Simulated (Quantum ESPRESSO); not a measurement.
## SnTe: zone-centre phonons under several settings

```
CELL_PARAMETERS angstrom
0.00000 3.15085 3.15085
3.15085 0.00000 3.15085
3.15085 3.15085 0.00000
ATOMIC_POSITIONS crystal
Te 0.50000 0.50000 0.50000
Sn 0.00000 0.00000 0.00000
```

All runs used Quantum ESPRESSO 7.5; potentials JTH 2.0 PBE; k mesh 7 × 7 × 7; relaxed cell; no spin polarisation; cutoff 707 eV; occupations smeared at first, fixed for the response.

```csv
level,volume (Å³/atom),lowest optical mode without the field (cm⁻¹),highest mode with the field (cm⁻¹)
PBE,?,?,?
rPW86PBE+rVV10,33.79,43i,103
```

Q: What stands in the row left open?

A: Volume 32.76 Å³/atom; lowest optical mode without the field 35i cm⁻¹; highest mode with the field 106 cm⁻¹.

Values marked i are imaginary: the cell is unstable against those modes at that level, or the meshes are too thin.

Caveats: some modes are imaginary; this smearing can shift energies of a crystal with a gap; the potentials were made for another functional, which shifts forces and pressure (some runs).

For the row left open. Caveat: some modes are imaginary; this smearing can shift energies of a crystal with a gap.
